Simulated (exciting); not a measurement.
Consider TiO2 (Anatase), space group I4_1/amd.

```cif
data_structure
_symmetry_space_group_name_H-M 'P 1'
_symmetry_Int_Tables_number 1
_cell_length_a 5.4582
_cell_length_b 5.4582
_cell_length_c 5.4582
_cell_angle_alpha 139.435
_cell_angle_beta 139.435
_cell_angle_gamma 58.713
_cell_volume 68.13
loop_
_atom_site_label
_atom_site_type_symbol
_atom_site_fract_x
_atom_site_fract_y
_atom_site_fract_z
_atom_site_occupancy
Ti1 Ti 0.75000 0.25000 0.50000 1
Ti2 Ti 0.00000 0.00000 0.00000 1
O3 O 0.79190 0.79190 0.00000 1
O4 O 0.54190 0.04190 0.50000 1
O5 O 0.95810 0.45810 0.50000 1
O6 O 0.20810 0.20810 0.00000 1
```

Absorber: atom 1, with 4 O at 1.93 Å and 2 O at 1.98 Å (distorted octahedral, site symmetry -4m2). Method: exciting, all-electron LAPW+lo, PBEsol, exchange and screened direct term (singlet BSE), 3×3×5 shifted k points, 35 conduction bands, |G+q| up to 3 bohr⁻¹, full RPA screening with nempty = 60, Lorentzian half width 0.47 eV.

**Question.** What does the Ti K spectrum look like, and is there a bound core exciton?

Bound core exciton? Yes on this mesh: the first bright state (over 5 % of the brightest) lies at -3.20 eV from the Kohn–Sham onset and at -3.33 eV from the lowest bare transition of its own mesh. Maxima (height): 0.9 eV (0.11), 3.5 eV (0.11), 9.6 eV (0.20), 15.7 eV (1.00), 17.7 eV (0.69), 18.9 eV (0.72) and 23.6 eV (0.69).

Energy from the Kohn–Sham onset, core level to the lowest empty state found on the meshes used; Im ε in relative units:

```tsv
E (eV)	Im ε
-4.0	0.01
-3.5	0.03
-3.0	0.03
-2.5	0.02
-2.0	0.01
-1.5	0.02
-1.0	0.02
-0.5	0.02
0.0	0.04
0.5	0.08
1.0	0.11
1.5	0.08
2.0	0.06
2.5	0.06
3.0	0.09
3.5	0.11
4.0	0.09
4.5	0.07
5.0	0.05
5.5	0.04
6.0	0.05
6.5	0.06
7.0	0.07
7.5	0.10
8.0	0.13
8.5	0.15
9.0	0.17
9.5	0.20
10.0	0.18
10.5	0.17
11.0	0.19
11.5	0.26
12.0	0.35
12.5	0.43
13.0	0.46
13.5	0.55
14.0	0.71
14.5	0.80
15.0	0.82
15.5	0.97
16.0	0.95
16.5	0.79
17.0	0.64
17.5	0.68
18.0	0.67
18.5	0.69
19.0	0.71
19.5	0.66
20.0	0.66
20.5	0.67
21.0	0.60
21.5	0.53
22.0	0.51
22.5	0.51
23.0	0.59
23.5	0.69
24.0	0.65
24.5	0.57
25.0	0.52
```

Binding energies aren't converged on 45 k points, and fine structure above the first lines is partly noise of the mesh. Exchange and the short-range direct term aren't converged in the kernel cutoff. The zero comes from the unshifted 3×3×5 ground-state mesh; it is exact only where the band minimum lies on that mesh. Quadrupole transitions, which feed the pre-edge, are left out. The structure is a published determination, not relaxed.

[Banner, clock and machine lines of the logs are left out without a mark of their own.]

[Logs are printed without paths, hosts, clocks, repeated set-up lines and the standing remarks that a program may print on its own settings, such as how far it seeks lower states.]

[Hosts, paths, dates, database ids (printed as entryN), source tags and the programs' standing remarks are cut or masked in the printed files.]
